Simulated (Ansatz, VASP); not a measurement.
**BN: VASP beside Ansatz**

POSCAR

```
BN
1.0
    0.0000000000      1.8150000000      1.8150000000
    1.8150000000      0.0000000000      1.8150000000
    1.8150000000      1.8150000000      0.0000000000
B N
1 1
Direct
    0.0000000000      0.0000000000      0.0000000000
    0.2500000000      0.2500000000      0.2500000000
```

Contents of INCAR.step1:

```
SYSTEM = BN
PREC     = Accurate       ! precision mode
ENCUT    = 520            ! plane-wave cutoff, eV
EDIFF    = 1E-5           ! SCF threshold, eV
ISMEAR   = -1             ! smearing method
SIGMA    = 0.02           ! smearing width, eV
LREAL    = .False.        ! projectors in reciprocal space
LASPH    = .True.         ! aspherical terms in the spheres
NELM     = 100            ! most SCF steps
ALGO     = Normal         ! electronic algorithm
ISIF     = 2              ! what is computed and relaxed
LWAVE    = .True.         ! write WAVECAR
GGA      = PE             ! functional
NBANDS   = 11             ! bands
```

File INCAR.step2:

```
SYSTEM = BN
PREC     = Accurate       ! precision mode
ENCUT    = 520            ! plane-wave cutoff, eV
EDIFF    = 1E-6           ! SCF threshold, eV
ISMEAR   = -1             ! smearing method
SIGMA    = 0.02           ! smearing width, eV
LREAL    = .False.        ! projectors in reciprocal space
LASPH    = .True.         ! aspherical terms in the spheres
NELM     = 100            ! most SCF steps
ALGO     = Normal         ! electronic algorithm
ISIF     = 2              ! what is computed and relaxed
LWAVE    = .False.        ! write WAVECAR
LCHARG   = .True.         ! write CHGCAR
GGA      = PE             ! functional
LHFCALC  = .True.         ! exact exchange
HFSCREEN = 0.2079         ! screening, 1/A
PRECFOCK = Normal       
LELF     = .True.         ! ELF
LVHAR    = .True.       
ISTART   = 1            
NBANDS   = 11             ! bands
```

File KPOINTS:

```
Automatic mesh
0
Gamma
  2 2 2
  0 0 0
```

Input for Ansatz:

```yaml
crystal:
  lattice:
    - [0, 1.815, 1.815]
    - [1.815, 0, 1.815]
    - [1.815, 1.815, 0]
  atoms:
    - { symbol: B, position: [0, 0, 0] }
    - { symbol: "N", position: [0.25, 0.25, 0.25] }
kpoints:
  mp_grid: { grid: [2, 2, 2] }
hamiltonian:
  xc: hse06
  pseudopotentials: { kind: paw }
scf:
  occupations: { method: fermi_dirac, width: 0.02 }
  convergence: { dr2_threshold: "1e-9 eV" }
  exx: { energy_threshold: "2e-8 eV" }
output:
  forces: true
  stress: true
  eigenvalues: true
```

Alike in both runs: task single point; functional HSE06; k mesh 2 × 2 × 2; occupations fermi-dirac, width 0.02 eV; no spin polarisation.

|  | VASP | Ansatz |
| --- | --- | --- |
| version | VASP 6.6.1 | Ansatz 0.2.0 development build |
| potentials or method | VASP PAW PBE potentials, release 64 (B, N) | plane waves, PAW datasets (generated soft set 1) |
| plane-wave cutoff (eV) | 520 | 420 |
| valence electrons in the cell | 8 | 8 |

```csv
,VASP,Ansatz,Ansatz less VASP
gap on the k mesh at the Fermi level (eV),5.92,5.76,-0.164
```

Ansatz warned: «stress_scf_threshold_loose».

Caveats: the k mesh is coarse (spacing up to 1.50 Å⁻¹), so the values aren't converged, least of all with exact exchange. A k mesh can miss the band edges.
